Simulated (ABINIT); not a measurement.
Crystal: CaSe.

```
Se Ca
1.0
     0.00000    2.95600    2.95600
     2.95600    0.00000    2.95600
     2.95600    2.95600    0.00000
Se Ca
1 1
Direct
  0.50000 0.50000 0.50000
  0.00000 0.00000 0.00000
```

- Program: ABINIT 10.8.3 (patched build)
- Task: single point
- Functional: PBE
- Potentials or basis: JTH PAW PBE v2.0
- Cutoff: 517 eV
- k mesh: 8 × 8 × 8
- Occupations: fermi-dirac, width 0.05 eV
- Spin: no spin polarisation

On this cell: pressure 1.0 GPa; largest force zero by symmetry; band gap on the k mesh 2.02 eV, indirect (least direct gap 2.95 eV).

The same run follows on a disturbed copy (atoms moved at random, drawn with an rms of 0.05 Å):

```
Se Ca
1.0
     0.00000    2.95600    2.95600
     2.95600    0.00000    2.95600
     2.95600    2.95600    0.00000
Se Ca
1 1
Direct
  0.49730 0.48503 0.49987
  0.00519 0.00562 0.99299
```

Q: What does the disturbed cell give?

A: The energy moves by +6.8 meV/atom; pressure 1.2 GPa; largest force 0.295 eV/Å; band gap on the k mesh 2.04 eV, indirect (least direct gap 2.96 eV).

Forces on the atoms (eV/Å):
```
Se   0.125  0.009  0.267
Ca  -0.125 -0.009 -0.267
```

Stress tensor (GPa, compression positive):
```
 1.12  0.00 -0.05
 0.00  1.01  0.00
-0.05  0.00  1.49
```

A k mesh can miss the band edges.
